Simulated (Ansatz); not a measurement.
# Band alignment of van der Waals layers

Plane-wave DFT in Ansatz, PBE (D3 dispersion in the geometry where needed), scalar-relativistic PAW potentials, cutoff 420 eV, no spin-orbit coupling; no spin polarisation. Each layer was relaxed alone in vacuum; layers built from a prototype may never have been made or may have a lower form. Levels count down from the vacuum level.

| layer | valence top (eV) | conduction bottom (eV) |
| --- | --- | --- |
| SnO (P4/nmm as a slab) | 5.40 | 2.36 |
| As (P-3m1 as a slab) | 5.26 | 3.71 |
| ZrS₂ (P-3m1 as a slab) | 6.40 | 5.30 |
| WS₂ (P-6m2 as a slab) | 5.69 | 3.77 |

Problem. Line the vacuum levels up. What type is each pair, where do electrons and holes collect, and what gap is left across the pair?

Solution.
| pair | type | electrons | holes | highest valence top to lowest conduction bottom (eV) |
| --- | --- | --- | --- | --- |
| SnO / As | I (straddling) | As | As | 1.55 |
| SnO / ZrS₂ | II (staggered) | ZrS₂ | SnO | 0.10 |
| SnO / WS₂ | II (staggered), close call | WS₂ | SnO | 1.63 |
| As / ZrS₂ | III (broken), close call | ZrS₂ | As | -0.04 |
| As / WS₂ | II (staggered), close call | WS₂ | As | 1.49 |
| ZrS₂ / WS₂ | II (staggered) | ZrS₂ | WS₂ | 0.39 |

Electrons fall to the conduction band that lies deepest under vacuum, holes rise to the shallowest valence band. Type II parts the carriers (detectors, tunnel transistors once the gap left is small), type I gathers them (emitters), and in type III charge moves over until a dipole builds up, so the rule fails there. It holds best for weak coupling; no stack was computed, and quasiparticle corrections widen the gap of a free layer by about 1 eV or more. That can turn type III into II. A close call has an offset or a gap across the pair under 0.1 eV in size, or puts a carrier in the layer whose edges move out most (as a rule the one with the wider gap) by a margin that the corrections can undo; such pairs can change type.

Spin-orbit coupling, left out, can lift the valence top by a tenth of an eV or more in selenides, tellurides and layers of other heavy elements.

Cost: about 3.4 core-minutes for the runs cited, on Intel Xeon 6975P-C (Granite Rapids), Arm Neoverse V2 (shared hosts).